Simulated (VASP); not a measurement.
# AgBr: relaxation of cell and atoms with PBEsol

Crystal: AgBr.

```
Ag Br
1.0
     0.00000    2.87015    2.87015
     2.87015    0.00000    2.87015
     2.87015    2.87015    0.00000
Ag Br
1 1
Direct
  0.00000 0.00000 0.00000
  0.50000 0.50000 0.50000
```

```json
{
 "Program": "VASP 6.6.1",
 "Task": "relaxation of cell and atoms",
 "Functional": "PBEsol",
 "Potentials or basis": "VASP PAW PBE potentials, release 64 (Ag, Br)",
 "Cutoff": "600 eV",
 "k mesh": "8 × 8 × 8",
 "Occupations": "gaussian, width 0.03 eV",
 "Spin": "no spin polarisation",
 "Further INCAR settings": "ALGO = Normal; EDIFF = 1e-06; IBRION = 2; EDIFFG = -0.01; NSW = 90; ISIF = 3"
}
```

The relaxed volume is 22.80 Å³/atom. The relaxed cell is a = 4.010 Å, b = 4.010 Å, c = 4.010 Å, α = 60.00°, β = 60.00°, γ = 60.00° and the space group after relaxing (to 0.05 Å) is Fm-3m (No. 225). The energy gained by relaxing is 4.5 meV/atom, the ionic steps are 2 and the pressure after relaxing is 0.0 GPa. The band gap on the k mesh is 0.50 eV, indirect (least direct gap 2.58 eV).

Step by step:
| step | energy change (eV) | largest force (eV/Å) | pressure (GPa) | volume (Å³) |
| --- | --- | --- | --- | --- |
| 1 | 0.0000 | 0.0000 | -1.69 | 47.29 |
| 2 | -0.0091 | 0.0000 | 0.05 | 45.60 |

Final structure:
```yaml
crystal:
  lattice:
    - [0.00000, 2.83557, 2.83557]
    - [2.83557, 0.00000, 2.83557]
    - [2.83557, 2.83557, 0.00000]
  atoms:
    - { symbol: Ag, position: [0.00000, 0.00000, 0.00000] }
    - { symbol: Br, position: [0.50000, 0.50000, 0.50000] }
```

Levels at points of the mesh, in eV from the valence-band top:
| k point | band 7 | band 8 | band 9 | band 10 | band 11 | band 12 |
| --- | --- | --- | --- | --- | --- | --- |
| (0.00, 0.00, 0.00) | -2.08 | -2.08 | -2.08 | 0.50 | 9.80 | 9.80 |
| (0.50, 0.00, 0.00) | -2.28 | 0.00 | 0.00 | 3.44 | 6.56 | 6.56 |
| (0.50, 0.50, 0.00) | -2.53 | -2.53 | -2.40 | 1.39 | 6.84 | 9.05 |

Wall time 11 s on 1 thread of Intel(R) Xeon(R) 6975P-C (Granite Rapids), on a shared host, peak memory 0.19 GiB.

Caveat: the PAW data sets were made with another functional, which shifts forces and pressure a little. Expect the measured gap to be larger: semilocal functionals such as PBEsol lack the derivative discontinuity.
